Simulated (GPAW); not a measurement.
# CuO (P4_2/mmc) in GPAW: settings compared

One crystal, CuO, is run at these levels: RPBE, optB88-vdW, SCAN, revPBE, BLYP; tasks: band structure.

All numbers are computed with GPAW 26.7.0; they aren't measurements. Logs are shortened: lines on timing, memory, paths and dates and some standing lists are left out, and cuts for length are marked. The log counts tension as positive stress, the text compression.

## (1) The structure

The structure is tetragonal, space group P4_2/mmc (No. 131). The conventional cell has a = 3.422 Å, b = 3.422 Å, c = 4.260 Å, α = 90.00°, β = 90.00°, γ = 90.00°. Cu (site symmetry mmm) has 4 O at 2.02 Å as nearest neighbours. Around O (site symmetry -4m2) lie 4 Cu at 2.02 Å and 2 O at 2.13 Å.

Measurements of this composition are mostly on another form, of space group No. 15.

## (2) Band structure, RPBE

Input file run.py:

```python
from ase import Atoms
from ase.dft.bandgap import bandgap
from ase.io import write
from ase.units import GPa
from gpaw import GPAW, PW

atoms = Atoms(['Cu', 'Cu', 'O', 'O'],
              cell=[[3.42205097, 0.0, 0.0],
                    [0.0, 3.42205097, 0.0],
                    [0.0, 0.0, 4.26046148]],
              scaled_positions=[[0.0, 0.5, 0.0],
                                [0.5, 0.0, 0.5],
                                [0.0, 0.0, 0.25],
                                [0.0, 0.0, 0.75]],
              pbc=True)

calc = GPAW(mode=PW(800),
            xc='RPBE',
            kpts={'size': (6, 6, 5), 'gamma': True},
            occupations={'name': 'fermi-dirac', 'width': 0.05},
            nbands=33,
            convergence={'density': 1e-05, 'energy': 1e-05},
            maxiter=150,
            txt='gpaw.txt')
atoms.calc = calc
energy = atoms.get_potential_energy()
forces = atoms.get_forces()
stress = atoms.get_stress()
calc.write('gs.gpw')
write('result.traj', atoms)
print(f'Energy: {energy:.6f} eV')
print('Forces (eV/A):')
print(forces.round(4))
print('Stress (GPa):', (stress / GPa).round(3))
print('Fermi level:', round(calc.get_fermi_level(), 4), 'eV')
print(f'Gap: {bandgap(calc)[0]:.4f} eV, direct: {bandgap(calc, direct=True)[0]:.4f} eV')

path = atoms.cell.bandpath('GXMGZRAZ,XR,MA', npoints=80, eps=1e-4)
bs_calc = calc.fixed_density(kpts=path, symmetry='off', nbands=47,
                             convergence={'bands': 'CBM+6.0', 'eigenstates': 1e-6}, txt='bands.txt')
bs = bs_calc.band_structure()
bs.write('bs.json')
print(f'Gap on the path: {bandgap(bs_calc)[0]:.4f} eV')
```

Potentials or basis: the program's PAW data sets (release 1.2.1) made for this functional, pw.

Started as:

```bash
$ OMP_NUM_THREADS=1 python run.py
```

gpaw.txt:

```text
__  _  _
 | _ |_)|_||  |
 |__||  | ||/\| - 26.7.0

Input parameters:
  mode=PW(ecut=800.0),
  convergence={'density': 1e-05, 'energy': 1e-05},
  kpts=MonkhorstPack(size=(6, 6, 5), gamma=True),
  maxiter=150,
  nbands=33,
  occupations=Occupations(name='fermi-dirac', width=0.05),
  xc=XC(name='RPBE')

Diagonalizing LCAO Hamiltonian
Converting LCAO to pw mode
   .-------.
  /|       |
 * |       |
 O |       |
 | |       |
 | .-Cu----.
 OCu      /
 *-------*

Atoms  # Å, Bohr magnetons
|   | symbol |        x |        y |        z |    initial magnetic moments |
|---|--------|----------|----------|----------|-----------------------------|
| 0 |     Cu | 0.000000 | 1.711025 | 0.000000 | ( 0.0000,  0.0000,  0.0000) |
| 1 |     Cu | 1.711025 | 0.000000 | 2.130231 | ( 0.0000,  0.0000,  0.0000) |
| 2 |      O | 0.000000 | 0.000000 | 1.065115 | ( 0.0000,  0.0000,  0.0000) |
| 3 |      O | 0.000000 | 0.000000 | 3.195346 | ( 0.0000,  0.0000,  0.0000) |

Unit cell  # Å
| periodic |        x |        y |        z |  lengths |    angles |
|----------|----------|----------|----------|----------|-----------|
|      yes | 3.422051 | 0.000000 | 0.000000 | 3.422051 | 90.000000 |
|      yes | 0.000000 | 3.422051 | 0.000000 | 3.422051 | 90.000000 |
|      yes | 0.000000 | 0.000000 | 4.260461 | 4.260461 | 90.000000 |

Number of symmetries: 8
Symmetry operations  # r_c * U_cc + t_c -> r_c
|   | kind |            matrix            |
|---|------|------------------------------|
| 0 |  E   |  1, 0, 0,  0, 1, 0,  0, 0, 1 |
| 1 |  σ   |  1, 0, 0,  0, 1, 0,  0, 0,-1 |
| 2 |  σ   |  1, 0, 0,  0,-1, 0,  0, 0, 1 |
| 3 |  C2  |  1, 0, 0,  0,-1, 0,  0, 0,-1 |
| 4 |  σ   | -1, 0, 0,  0, 1, 0,  0, 0, 1 |
| 5 |  C2  | -1, 0, 0,  0, 1, 0,  0, 0,-1 |
| 6 |  C2  | -1, 0, 0,  0,-1, 0,  0, 0, 1 |
| 7 |  i   | -1, 0, 0,  0,-1, 0,  0, 0,-1 |

BZ-sampling:
  Number of BZ points: 180
  Number of IBZ points: 48

  Monkhorst-Pack size: [6, 6, 5]
  Monkhorst-Pack shift: [0.08333333333333333, 0.08333333333333333, 0.0]

K-points  # in reciprocal-cell coordinates
|     |                                coordinates |     weight |
|-----|--------------------------------------------|------------|
|   0 | (  0.00000000,   0.00000000,   0.00000000) | 0.00555556 |
|   1 | (  0.00000000,   0.00000000,   0.20000000) | 0.01111111 |
|   2 | (  0.00000000,   0.00000000,   0.40000000) | 0.01111111 |
|   3 | (  0.00000000,   0.16666667,   0.00000000) | 0.01111111 |
|   4 | (  0.00000000,   0.16666667,   0.20000000) | 0.02222222 |
|   5 | (  0.00000000,   0.16666667,   0.40000000) | 0.02222222 |
|   6 | (  0.00000000,   0.33333333,   0.00000000) | 0.01111111 |
|   7 | (  0.00000000,   0.33333333,   0.20000000) | 0.02222222 |
|   8 | (  0.00000000,   0.33333333,   0.40000000) | 0.02222222 |
|   9 | (  0.00000000,   0.50000000,   0.00000000) | 0.00555556 |
| ... |                                            |            |
|  47 | (  0.50000000,   0.50000000,   0.40000000) | 0.01111111 |

Plane wave coefficients: 2584
Cutoff: 800.0 eV

Spin-components: 1 (collinear spins)
Bands:           33
Projectors:      22
Spin-degeneracy: 2
Datatype:        complex128

Parallelization:
  kpt:    1
  domain: 1
  band:   1

Density:
  Valence electrons: 34.0
  Components: 1
  Grid points: [24 24 28]
  Charge: 0.0  # |e|

Potential:
  Grid points: [24 24 28]

species:
  Cu:
    name:    Copper
    Z:       29.0
    valence: 11
    core:    18
    charge:  0.0  # [|e|]
    compensation charges:
      type: gauss
      rc: 0.33  # [Å]
      lmax: 2
    cutoffs:
      filter: 2.06  # [Å]
      core: 2.43  # [Å]
    projectors
    | kind |    occ | energy [eV] | rcut [Å] |
    |------|--------|-------------|----------|
    |   4s |  1.000 |      -4.495 |    1.164 |
    |   4p |  0.000 |      -0.718 |    1.164 |
    |   3d | 10.000 |      -4.953 |    1.058 |
    |    s |        |      22.716 |    1.164 |
    |    p |        |      26.494 |    1.164 |
    |    d |        |      22.259 |    1.058 |

    Using partial waves for Cu as LCAO basis

  O:
    name:    Oxygen
    Z:       8.0
    valence: 6
    core:    2
    charge:  0.0  # [|e|]
    compensation charges:
      type: gauss
      rc: 0.21  # [Å]
      lmax: 2
    cutoffs:
      filter: 1.17  # [Å]
      core: 0.83  # [Å]
    projectors
    | kind |    occ | energy [eV] | rcut [Å] |
    |------|--------|-------------|----------|
    |   2s |  2.000 |     -24.041 |    0.688 |
    |   2p |  4.000 |      -8.984 |    0.598 |
    |    s |        |       3.170 |    0.688 |
    |    p |        |      18.228 |    0.598 |
    |    d |        |       0.000 |    0.619 |

    Using partial waves for O as LCAO basis

Reference energy: -94140.217088  # eV

eigensolver:
  PPCG
  Converge bands: occupied
  niter=2

density mixing:
  MSR1-Mixer
  Pratt-step length: 0.05
  Maximum mixing coefficient: 0.75
  Old densities: 10
  SVD Regularization: 0.005
  Good broyden scale: 1.0
  Trust region scale: 1.0
  Backstep threshold: 4.0
  History deletion threshold: 6.0
  Fourier metric: weight=20.0, sigma=0.015

occupation numbers:
  Fermi-Dirac:
    width: 0.0500  # eV

poisson solver:
  ecut: 6400.0  # eV

xc functional:
  name: RPBE with 2 nearest neighbor stencil

convergence criteria:
- Maximum integral of absolute [dens]ity change: 1e-05 electrons / valence electron
- Maximum [total energy] change in last 3 cyles: 1e-05 eV / valence electron
- Maximum integral of absolute [eigenst]ate change: 4e-08 eV^2 / valence electron
maximum number of iterations: 150

SCF iterations
|iter     | |      energy | eigst |  dens |
|---------|-|-------------|-------|-------|
|iter:   1| |  -23.780125 | +0.07 |       |
|iter:   2| |  -20.409953 | -1.76 | -0.84 |
|iter:   3| |  -17.238154 | -1.18 | -0.95 |
|iter:   4| |  -16.957792 | -2.47 | -1.40 |
|iter:   5| |  -16.934479 | -2.93 | -1.70 |
|iter:   6| |  -16.958320 | -3.47 | -2.33 |
|iter:   7| |  -16.930770 | -3.70 | -2.03 |
|iter:   8| |  -16.930759 | -5.49 | -2.81 |
|iter:   9| |  -16.930836c| -5.33 | -3.04 |
|iter:  10| |  -16.930837c| -7.04 | -3.96 |
|iter:  11| |  -16.930838c| -7.61c| -4.43 |
|iter:  12| |  -16.930838c| -8.33c| -5.19c|

Converged in 12 steps
Energy contributions relative to reference atoms: (reference = -94140.217088)

Energy contributions:
  Kinetic:          -2.200828
  Coulomb:          -4.100955
  Zero:              0.601410
  External:          0.000000
  Xc:              -11.221393
  Entropy:          -0.018144
  Spinorbit:         0.000000
  ----------------------------
  Free energy:     -16.939910
  Extrapolated:    -16.930838

dipole moment: (-26.656903, -26.656904, -9.156355)  # |e|*Ang

Fermi level: 4.826
Eigenvalues  # (at kpt = [0.000, 0.000, 0.000])
| band index |      eig [eV] | occ [0-2] |
|------------|---------------|-----------|
|          0 |       -15.292 |     2.000 |
|        ... |               |           |
|          7 |         1.252 |     2.000 |
|          8 |         2.085 |     2.000 |
|          9 |         2.343 |     2.000 |
|         10 |         2.514 |     2.000 |
|         11 |         2.620 |     2.000 |
|         12 |         2.620 |     2.000 |
[... 8 lines left out ...]
|         21 |        14.628 |     0.000 |
|         22 |        16.151 |     0.000 |
|        ... |               |           |
|         32 |        28.376 |     0.000 |

No gap
No difference between direct/indirect transitions

Forces  # eV/Ang
|        x |       y |        z |
|----------|---------|----------|
|  0.00000 | 0.00000 |  0.00000 |  # Cu   0
| -0.00000 | 0.00000 |  0.00000 |  # Cu   1
|  0.00000 | 0.00000 | -0.00002 |  # O    2
|  0.00000 | 0.00000 |  0.00002 |  # O    3

Stress tensor  # eV/Ang^3
|        x |        y |         z |
|----------|----------|-----------|
| 0.055942 | 0.000000 |  0.000000 |
| 0.000000 | 0.055943 |  0.000000 |
| 0.000000 | 0.000000 | -0.167650 |

# Writing to gs.gpw (mode='')
```

Wall time 2.4 min (1 thread of Arm Neoverse V2, shared host); peak memory 0.49 GiB.

What came out:

- Free energy: -16.9399 eV
- Pressure: 3.0 GPa
- Band gap along the path: none (metal or under the smearing width)

Stress tensor (GPa, compression positive):
```
-8.96  0.00  0.00
 0.00 -8.96  0.00
 0.00  0.00 26.86
```

Levels at the corners of the path, in eV from the Fermi level:
```tsv
point	band 15	band 16	band 17	band 18	band 19	band 20
Γ	-1.21	0.44	0.58	0.70	0.70	6.21
X	-1.68	-1.68	0.60	0.96	3.88	4.21
M	-1.74	-1.44	-1.44	0.91	1.33	7.99
Γ	-1.21	0.44	0.58	0.70	0.70	6.21
Z	-1.60	-1.60	0.01	0.01	2.33	2.33
R	-1.80	-1.73	-0.70	0.48	3.99	5.23
A	-1.54	-1.54	-1.11	-1.11	3.65	3.65
Z	-1.60	-1.60	0.01	0.01	2.33	2.33
X	-1.68	-1.68	0.60	0.96	3.88	4.21
R	-1.80	-1.73	-0.70	0.48	3.99	5.23
M	-1.74	-1.44	-1.44	0.91	1.33	7.99
A	-1.54	-1.54	-1.11	-1.11	3.65	3.65
```

Caveat: with this Cu data set, volumes or pressures lay over 1.5 % or 2 GPa off other programs in two to four cells of ten; the run has no spin polarisation, though such a crystal can be magnetic; semilocal functionals often make such compounds metallic where correlation or magnetic order opens a gap, which also shifts bond lengths.

## (3) Band structure, optB88-vdW

run.py: that of step 2 with these lines changed.

```diff
@@ -3,3 +3,2 @@
 from ase.io import write
-from ase.units import GPa
 from gpaw import GPAW, PW
@@ -17,3 +16,3 @@
 calc = GPAW(mode=PW(800),
-            xc='RPBE',
+            xc={'name': 'optB88-vdW', 'backend': 'libvdwxc'},
             kpts={'size': (6, 6, 5), 'gamma': True},
@@ -23,2 +22,3 @@
             maxiter=150,
+            legacy_gpaw=True,
             txt='gpaw.txt')
@@ -27,3 +27,2 @@
 forces = atoms.get_forces()
-stress = atoms.get_stress()
 calc.write('gs.gpw')
@@ -33,3 +32,2 @@
 print(forces.round(4))
-print('Stress (GPa):', (stress / GPa).round(3))
 print('Fermi level:', round(calc.get_fermi_level(), 4), 'eV')
```

Potentials or basis: GPAW PAW data sets (gpaw-data 1.2.1), pw.

Started as:

```bash
$ OMP_NUM_THREADS=1 python run.py
```

Run time: 2.1 min. Hardware: 1 thread of Arm Neoverse V2, shared host; peak memory 0.53 GiB.

The run converged. Its results:

```yaml
Free_energy: -66.5188 eV
Band_gap_along_the_path: none (metal or under the smearing width)
```

Levels at the corners of the path, in eV from the Fermi level:
```csv
point,band 13,band 14,band 15,band 16,band 17,band 18,band 19,band 20,band 21
Γ,-2.23,-2.20,-1.24,0.46,0.62,0.70,0.70,6.30,7.25
X,-2.29,-1.76,-1.71,-1.70,0.59,0.97,3.89,4.24,6.59
M,-2.21,-2.06,-1.75,-1.47,-1.47,0.95,1.32,7.94,7.94
Γ,-2.23,-2.20,-1.24,0.46,0.62,0.70,0.70,6.30,7.25
Z,-1.87,-1.87,-1.60,-1.60,0.01,0.01,2.36,2.36,9.90
R,-2.30,-2.13,-1.82,-1.76,-0.69,0.46,4.01,5.22,6.00
A,-1.76,-1.76,-1.56,-1.56,-1.09,-1.09,3.67,3.67,8.37
Z,-1.87,-1.87,-1.60,-1.60,0.01,0.01,2.36,2.36,9.90
X,-2.29,-1.76,-1.71,-1.70,0.59,0.97,3.89,4.24,6.59
R,-2.30,-2.13,-1.82,-1.76,-0.69,0.46,4.01,5.22,6.00
M,-2.21,-2.06,-1.75,-1.47,-1.47,0.95,1.32,7.94,7.94
A,-1.76,-1.76,-1.56,-1.56,-1.09,-1.09,3.67,3.67,8.37
```

Caveat: the PAW data sets were made with another functional, which shifts forces and pressure a little; the run has no spin polarisation, though such a crystal can be magnetic; semilocal functionals often make such compounds metallic where correlation or magnetic order opens a gap, which also shifts bond lengths.

(Continued in part 2 of 2.)
